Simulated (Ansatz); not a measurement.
The system is Sn.

```xyz
1
Lattice="-1.7265 1.7755 2.3383 1.7265 -1.7755 2.3383 1.7265 1.7755 -2.3383" Properties=species:S:1:pos:R:3 pbc="T T T"
Sn    0.0000    0.0000    0.0000
```

This isn't the form of Sn at room conditions, which is tetragonal (white tin).

Base run:

| Quantity | Value |
| --- | --- |
| Program | Ansatz 0.2.0 |
| Functional | r2SCAN |
| Potentials or basis | Ansatz PAW |
| Cutoff | 500 eV (not typed: the program's choice for these potentials) |
| k mesh | 11 × 11 × 11 |
| Occupations | fermi-dirac, width 0.05 eV |
| Spin | no spin polarisation |

Its results: band gap on the k mesh none (metal or under the smearing width); pressure -2.2 GPa.

Question: After a change of settings the same cell gave: band gap on the k mesh none (metal or under the smearing width); pressure -3.6 GPa. Which change was it?
A. functional from r2SCAN to RPBE; cutoff from 500 eV (not typed: the program's choice for these potentials) to 420 eV (not typed: the program's choice for these potentials)
B. functional from r2SCAN to BLYP; cutoff from 500 eV (not typed: the program's choice for these potentials) to 420 eV (not typed: the program's choice for these potentials)
C. functional from r2SCAN to revPBE; cutoff from 500 eV (not typed: the program's choice for these potentials) to 420 eV (not typed: the program's choice for these potentials)
D. functional from r2SCAN to PBEsol; cutoff from 500 eV (not typed: the program's choice for these potentials) to 420 eV (not typed: the program's choice for these potentials)

Answer: D.

Caveats: spin-orbit coupling is left out, which moves the levels of the heavy elements; the PAW data sets come from PBE, with cores solved anew for the run's functional, which leaves a small shift of forces and pressure.
